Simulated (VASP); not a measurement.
# NiO (Fm-3m) in VASP: notebook, part 2 of 3

VASP 6.6.1. Earlier steps stand in the parts before.

## 3. Relaxation of cell and atoms, PBE, collinear spin, ferromagnetic start

The input, INCAR:

```
SYSTEM = NiO
  PREC = Accurate
  ENCUT = 600
  EDIFF = 1E-6
  ISMEAR = 0
  SIGMA = 0.03
  LREAL = .FALSE.
  LASPH = .TRUE.
  NELM = 150
  ALGO = Normal
  ISIF = 3
  LWAVE = .FALSE.
  LCHARG = .FALSE.
  ISPIN = 2
  MAGMOM = 2 0
  LORBIT = 11
  LMAXMIX = 4
  GGA = PE
  IBRION = 2
  NSW = 90
  EDIFFG = -0.01
  AMIX = 0.2
  BMIX = 1E-4
  AMIX_MAG = 0.8
  BMIX_MAG = 1E-4
```

The input, KPOINTS:

```
regular mesh
0
G
  12 12 12
  0 0 0
```

The input, POSCAR:

```
NiO
1.0
    0.0000000000      2.0859016400      2.0859016400
    2.0859016400      0.0000000000      2.0859016400
    2.0859016400      2.0859016400      0.0000000000
Ni O
1 1
Direct
    0.0000000000      0.0000000000      0.0000000000
    0.5000000000      0.5000000000      0.5000000000
```

Potentials or basis: VASP PAW PBE potentials, release 64 (Ni, O).

Command:

```bash
cat potpaw_PBE.64/Ni/POTCAR potpaw_PBE.64/O/POTCAR > POTCAR
mpirun -np 1 vasp_std > vasp.out
```

OUTCAR:

```text
SYSTEM = NiO
   PREC = Accurate
   ENCUT = 600
   EDIFF = 1E-6
   ISMEAR = 0
   LREAL = .FALSE.
   LASPH = .TRUE.
   NELM = 150
   ISIF = 3
   ISPIN = 2
   LORBIT = 11
   GGA = PE
   IBRION = 2
   NSW = 90
   EDIFFG = -0.01
   AMIX = 0.2
   AMIX_MAG = 0.8

 ion  position               nearest neighbor table
   1  0.000  0.000  0.000-   2 2.09   2 2.09   2 2.09   2 2.09   2 2.09   2 2.09
   2  0.500  0.500  0.500-   1 2.09   1 2.09   1 2.09   1 2.09   1 2.09   1 2.09

  LATTYP: Found a face centered cubic cell.
 ALAT       =     4.1718032800

  Lattice vectors:

 A1 = (   0.0000000000,   2.0859016400,   2.0859016400)
 A2 = (   2.0859016400,   0.0000000000,   2.0859016400)
 A3 = (   2.0859016400,   2.0859016400,   0.0000000000)

Analysis of symmetry for initial positions (statically):
=====================================================================
 Subroutine PRICEL returns:
 Original cell was already a primitive cell.

 Routine SETGRP: Setting up the symmetry group for a
 face centered cubic supercell.

 Subroutine GETGRP returns: Found 48 space group operations
 (whereof 48 operations were pure point group operations)
 out of a pool of 48 trial point group operations.

The static configuration has the point symmetry O_h .

Analysis of symmetry for dynamics (positions and initial velocities):
=====================================================================
 Subroutine PRICEL returns:
 Original cell was already a primitive cell.

 Routine SETGRP: Setting up the symmetry group for a
 face centered cubic supercell.

 Subroutine GETGRP returns: Found 48 space group operations
 (whereof 48 operations were pure point group operations)
 out of a pool of 48 trial point group operations.

The dynamic configuration has the point symmetry O_h .

Analysis of structural, dynamic, and magnetic symmetry:
=====================================================================
 Subroutine PRICEL returns:
 Original cell was already a primitive cell.

 Routine SETGRP: Setting up the symmetry group for a
 face centered cubic supercell.

 Subroutine GETGRP returns: Found 48 space group operations
 (whereof 48 operations were pure point group operations)
 out of a pool of 48 trial point group operations.

The overall configuration has the point symmetry O_h .

 Subroutine INISYM returns: Found 48 space group operations
 (whereof 48 operations are pure point group operations),
 and found     1 'primitive' translations

----------------------------------------------------------------------------------------

                                     Primitive cell

  volume of cell :      18.1515

  direct lattice vectors                    reciprocal lattice vectors
     0.000000000  2.085901640  2.085901640    -0.239704495  0.239704495  0.239704495
     2.085901640  0.000000000  2.085901640     0.239704495 -0.239704495  0.239704495
     2.085901640  2.085901640  0.000000000     0.239704495  0.239704495 -0.239704495

  length of vectors
     2.949910389  2.949910389  2.949910389     0.415180365  0.415180365  0.415180365

  position of ions in fractional coordinates (direct lattice)
     0.000000000  0.000000000  0.000000000
     0.500000000  0.500000000  0.500000000

  ion indices of the primitive-cell ions
   primitive index   ion index
                 1           1
                 2           2

----------------------------------------------------------------------------------------

 KPOINTS: regular mesh

Automatic generation of k-mesh.
[... 74 lines left out ...]
   POTIM  = 0.5000    time-step for ionic-motion
   TEBEG  =    0.0;   TEEND  =   0.0 temperature during run
   PSTRESS=    0.0 pullay stress
   NELECT =      16.0000    total number of electrons
   NUPDOWN=      -1.0000    fix difference up-down
   EMIN   =  10.00;   EMAX   =-10.00  energy-range for DOS
   EFERMI =   0.00;   METHOD = LEGACY
   ISMEAR =     0;   SIGMA  =   0.03  broadening in eV -4-tet -1-fermi 0-gaus
   EFERMI_NEDOS =   21; number of points for ismear=-14 and -15
   IALGO  =     38    algorithm
   IMIX   =      4    mixing-type and parameters
     AMIX     =   0.20;   BMIX     =  0.00
     AMIX_MAG =   0.80;   BMIX_MAG =  0.00
  volume/ion in A,a.u.               =       9.08        61.25
  Fermi-wavevector in a.u.,A,eV,Ry     =   1.569680  2.966264 33.523312  2.463894
  Thomas-Fermi vector in A             =   2.671526
   LORBIT       =     11    0 simple, 1 ext, 2 COOP (PROOUT), +10 PAW based schemes
   GGA     = PE    functional components
   LHFCALC =     F    Hartree Fock is set to
   AEXX    =    0.0000 exact exchange contribution
   IVDW    =     0    specifies the selected vdW correction
   LEPSILON=     F    determine dielectric tensor
   LRPA    =     F    only Hartree local field effects (RPA)
 conjugate gradient relaxation of ions
 spin polarized calculation
 Gauss-broadening in eV      SIGMA  =   0.03
  energy-cutoff  :      600.00
  volume of cell :       18.15
 maximum number of plane-waves:       620
   NGX = 11   NGY = 11   NGZ = 11

--------------------------------------- Ionic step        1  -------------------------------------------

 number of electron      16.0000001 magnetization       1.6492118

 Free energy of the ion-electron system (eV)
  ---------------------------------------------------
  ext. energy  EPLUGINS =         0.00000000
  ---------------------------------------------------
  free energy    TOTEN  =       -11.47184434 eV

  energy without entropy =      -11.47121067  energy(sigma->0) =      -11.47152750

------------------------ aborting loop because EDIFF is reached ----------------------------------------

  FORCE on cell =-STRESS in cart. coord.  units (eV):
  Direction    XX          YY          ZZ          XY          YZ          ZX
  --------------------------------------------------------------------------------------
  -------------------------------------------------------------------------------------
  Total        0.5128597      0.5128597      0.5128597     -0.0000000      0.0000000     -0.0000000
  in kB       45.2686618     45.2686618     45.2686618     -0.0000000      0.0000000     -0.0000000
  external PRESSURE =      45.2686618 kB  Pullay stress =       0.0000000 kB
[... 59 lines left out ...]
--------------------------------------- Ionic step        3  -------------------------------------------

 number of electron      16.0000014 magnetization       1.7838253

 Free energy of the ion-electron system (eV)
  ---------------------------------------------------
  ext. energy  EPLUGINS =         0.00000000
  ---------------------------------------------------
  free energy    TOTEN  =       -11.47914368 eV

  energy without entropy =      -11.47849770  energy(sigma->0) =      -11.47882069

 E-fermi :   7.5015     XC(G=0): -12.5305

 val. band max:        7.4877334226   @ k =   0.3333   0.2500   0.0000
 cond. band min:       7.5118129235   @ k =   0.5000   0.0833   0.0000
 fundamental gap:      0.0240795009
 Fermi energy:         7.5015391419

 spin component 1

 k-point     1 :       0.0000    0.0000    0.0000
  band No.  band energies     occupation
      1     -12.5934      1.00000
      2       4.3943      1.00000
      3       4.3944      1.00000
      4       4.6468      1.00000
      5       4.6468      1.00000
      6       4.6468      1.00000
      7       4.9110      1.00000
      8       4.9110      1.00000
      9       4.9110      1.00000
     10       8.9264      0.00000
     11      25.3040      0.00000
     12      26.2581      0.00000
     13      26.2581      0.00000
[... 356 lines left out ...]
      2      -0.0009      1.00000
      3       1.7440      1.00000
      4       1.8586      1.00000
      5       5.3837      1.00000
      6       5.5768      1.00000
      7       6.0036      1.00000
      8       6.7986      1.00000
      9       7.4860      0.76821
     10      14.4839      0.00000
     11      16.8853      0.00000
     12      19.5936      0.00000
     13      21.9666      0.00000

 [... further k-points ...]

 spin component 2

 k-point     1 :       0.0000    0.0000    0.0000
  band No.  band energies     occupation
      1     -12.1452      1.00000
      2       5.1629      1.00000
      3       5.1629      1.00000
      4       5.1629      1.00000
      5       5.7356      1.00000
      6       5.7359      1.00000
      7       5.7359      1.00000
      8       6.9816      1.00000
      9       6.9819      1.00000
     10       9.2786      0.00000
     11      25.2405      0.00000
     12      26.4724      0.00000
     13      26.4725      0.00000
[... 397 lines left out ...]
  FREE ENERGIE OF THE ION-ELECTRON SYSTEM (eV)
  ---------------------------------------------------
  free  energy   TOTEN  =       -11.4791436804 eV

  energy  without entropy=      -11.4784977013  energy(sigma->0) =      -11.47882069

 reached required accuracy - stopping structural energy minimisation

 total charge

# of ion       s       p       d       tot
------------------------------------------
    1        0.324   0.386   8.227   8.937
    2        1.553   3.414   0.000   4.967
--------------------------------------------------
tot          1.877   3.800   8.227  13.904

 magnetization (x)

# of ion       s       p       d       tot
------------------------------------------
    1        0.011   0.015   1.440   1.466
    2        0.027   0.246   0.000   0.273
--------------------------------------------------
tot          0.039   0.261   1.440   1.740
```

OSZICAR:

```text
N       E                     dE             d eps       ncg     rms          rms(c)
DAV:   1     0.942346298905E+02    0.94235E+02   -0.90246E+03  3861   0.178E+03
[... 29 lines left out ...]
DAV:   2    -0.114819902831E+02    0.63266E-02   -0.98413E-03  4414   0.229E+00    0.446E-01
DAV:   3    -0.114795702400E+02    0.24200E-02   -0.45633E-03  4325   0.938E-01    0.199E-01
DAV:   4    -0.114792776503E+02    0.29259E-03   -0.47498E-04  4134   0.237E-01    0.112E-01
DAV:   5    -0.114791634804E+02    0.11417E-03   -0.38384E-05  4912   0.105E-01    0.461E-02
DAV:   6    -0.114791426163E+02    0.20864E-04   -0.42974E-05  4244   0.122E-01    0.233E-02
DAV:   7    -0.114791444999E+02   -0.18835E-05   -0.35588E-06  3687   0.376E-02    0.158E-02
DAV:   8    -0.114791436804E+02    0.81948E-06   -0.89200E-06  4164   0.806E-02
   3 F= -.11479144E+02 E0= -.11478821E+02  d E =-.729934E-02  mag=     1.7855
```

CONTCAR:

```text
NiO
   1.00000000000000
    -0.0000000000000000    2.1060867189601331    2.1060867189601327
     2.1060867189601331    0.0000000000000000    2.1060867189601327
     2.1060867189601331    2.1060867189601331   -0.0000000000000000
  Ni              O
     1     1
Direct
     0.0000000000000000    0.0000000000000000    0.0000000000000000
     0.5000000000000000    0.5000000000000000    0.5000000000000000

  0.00000000E+00  0.00000000E+00  0.00000000E+00
  0.00000000E+00  0.00000000E+00  0.00000000E+00
```

It took 2.9 min on 1 thread of AMD EPYC 7R43 (Zen 3), shared host; peak memory 0.13 GiB.

What came out:

```
Free energy                                           : -11.4791 eV
Relaxed volume                                        : 9.34 Å³/atom
Relaxed cell                                          : a = 2.978 Å, b = 2.978 Å, c = 2.978 Å, α = 60.00°, β = 60.00°, γ = 60.00°
Space group after relaxing (to 0.05 Å)                : Fm-3m (No. 225)
Energy gained by relaxing                             : 3.6 meV/atom
Ionic steps                                           : 3
Pressure after relaxing                               : -0.1 GPa
Band gap on the k mesh                                : none (metal or under the smearing width)
Net moment                                            : 1.78 μB per cell
Site moments                                          : Ni +1.47; O +0.27 μB
Valence electrons inside the program's atomic spheres : Ni 8.94; O 4.97
```

The path:
| step | energy change (eV) | largest force (eV/Å) | pressure (GPa) | volume (Å³) |
| --- | --- | --- | --- | --- |
| 1 | 0.0000 | 0.0000 | 4.53 | 18.15 |
| 2 | -0.0068 | 0.0000 | -1.16 | 18.83 |
| 3 | -0.0073 | 0.0000 | -0.12 | 18.68 |

Final structure:
```cif
data_structure
_symmetry_space_group_name_H-M 'P 1'
_symmetry_Int_Tables_number 1
_cell_length_a 2.9785
_cell_length_b 2.9785
_cell_length_c 2.9785
_cell_angle_alpha 60.000
_cell_angle_beta 60.000
_cell_angle_gamma 60.000
_cell_volume 18.68
loop_
_atom_site_label
_atom_site_type_symbol
_atom_site_fract_x
_atom_site_fract_y
_atom_site_fract_z
_atom_site_occupancy
Ni1 Ni 0.00000 0.00000 0.00000 1
O1 O 0.50000 0.50000 0.50000 1
```

Levels at points of the mesh, in eV from the Fermi level:
Spin up:
| k point | band 7 | band 8 | band 9 | band 10 | band 11 | band 12 |
| --- | --- | --- | --- | --- | --- | --- |
| (0.00, 0.00, 0.00) | -2.59 | -2.59 | -2.59 | 1.42 | 17.80 | 18.76 |
| (0.50, 0.00, 0.00) | -1.41 | 0.25 | 0.25 | 5.57 | 9.75 | 13.87 |
| (0.50, 0.50, 0.00) | -2.28 | -1.64 | -1.64 | 5.99 | 10.43 | 12.14 |
Spin down:
```
           k point  band 3  band 4  band 5  band 6  band 7  band 8  band 9  band 10  band 11  band 12
(0.00, 0.00, 0.00)   -2.34   -2.34   -1.77   -1.77   -1.77   -0.52   -0.52     1.78    17.74    18.97
(0.50, 0.00, 0.00)   -4.59   -4.59   -0.91   -0.91   -0.55    2.20    2.20     5.74    10.28    14.16
(0.50, 0.50, 0.00)   -3.66   -3.66   -2.69   -0.73   -0.73   -0.11    0.38     6.45    10.79    12.40
```

Caveat: a cell with one magnetic atom can't hold antiferromagnetic order, which such compounds often take; semilocal functionals often make such compounds metallic where correlation or magnetic order opens a gap, which also shifts bond lengths.

(Part 2 of 3 ends here.)
